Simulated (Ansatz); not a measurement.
The system is LiCl.

```
Cl Li
1.0
     0.00000    2.56477    2.56477
     2.56477    0.00000    2.56477
     2.56477    2.56477    0.00000
Cl Li
1 1
Cartesian
  2.5648 2.5648 2.5648
  0.0000 0.0000 0.0000
```

| Quantity | Value |
| --- | --- |
| Program | Ansatz 0.2.0 |
| Task | relaxation of cell and atoms |
| Functional | PBEsol0 |
| Potentials or basis | Ansatz PAW |
| Cutoff | 420 eV (not typed: the program's choice for these potentials) |
| k mesh | 5 × 5 × 5 |
| Occupations | fermi-dirac, width 0.05 eV |
| Spin | no spin polarisation |

At the start: volume 16.87 Å³/atom.

**Question.** Where does the relaxation end?

**Answer.** It ends after 4 steps and the volume is 16.08 Å³/atom (-4.7 %); space group Fm-3m (No. 225, to 0.05 Å).

The path:
```
step  energy change (eV)  largest force (eV/Å)  volume (Å³)
   1              0.0000                0.0000        33.74
   2             -0.0069                0.0000        32.69
   3             -0.0078                0.0000        32.17
   4             -0.0077                0.0000        32.17
```

Final structure:
```cif
data_structure
_symmetry_space_group_name_H-M 'P 1'
_symmetry_Int_Tables_number 1
_cell_length_a 3.5697
_cell_length_b 3.5697
_cell_length_c 3.5697
_cell_angle_alpha 60.000
_cell_angle_beta 60.000
_cell_angle_gamma 60.000
_cell_volume 32.17
loop_
_atom_site_label
_atom_site_type_symbol
_atom_site_fract_x
_atom_site_fract_y
_atom_site_fract_z
_atom_site_occupancy
Cl1 Cl 0.50000 0.50000 0.50000 1
Li1 Li 0.00000 0.00000 0.00000 1
```

Caveat: the k mesh is coarse (spacing up to 0.42 Å⁻¹), so the values aren't converged, least of all with exact exchange; the plane-wave basis is chosen anew once the cell has moved, so the energies of steps on either side of that aren't comparable; the PAW data sets come from PBE, with cores solved anew for the run's functional, which leaves a small shift of forces and pressure.
